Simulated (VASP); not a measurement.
Ru, 1 atom in the cell. It takes space group Fm-3m (No. 225, cubic). The conventional cell has a = 3.830 Å, b = 3.830 Å, c = 3.830 Å, α = 90.00°, β = 90.00°, γ = 90.00°. Ru (site symmetry m-3m) has 12 Ru at 2.71 Å as nearest neighbours. This isn't the form of Ru at room conditions, which is hcp.

- Program: VASP 6.6.1
- Task: single point
- Functional: PBEsol
- Potentials or basis: VASP PAW PBE potentials, release 64 (Ru_pv)
- Cutoff: 520 eV
- k mesh: 12 × 12 × 12
- Occupations: gaussian, width 0.05 eV
- Spin: no spin polarisation
- Further INCAR settings: ALGO = Normal; EDIFF = 1e-07; NBANDS = 13

Potentials or basis: VASP PAW PBE potentials, release 64 (Ru_pv).

The run is started by

```bash
$ cat potpaw_PBE.64/Ru_pv/POTCAR > POTCAR
$ mpirun -np 1 vasp_std > vasp.out
```

Hardware: 1 thread of AMD EPYC 9R45 (Zen 5) (shared host).

Problem. How long does it take, and how much memory?

Solution. Wall time 6.6 s on 1 thread of AMD EPYC 9R45 (Zen 5), with other jobs on the host, peak memory 0.1 GiB. Counts: scf iterations 12, k points 72.
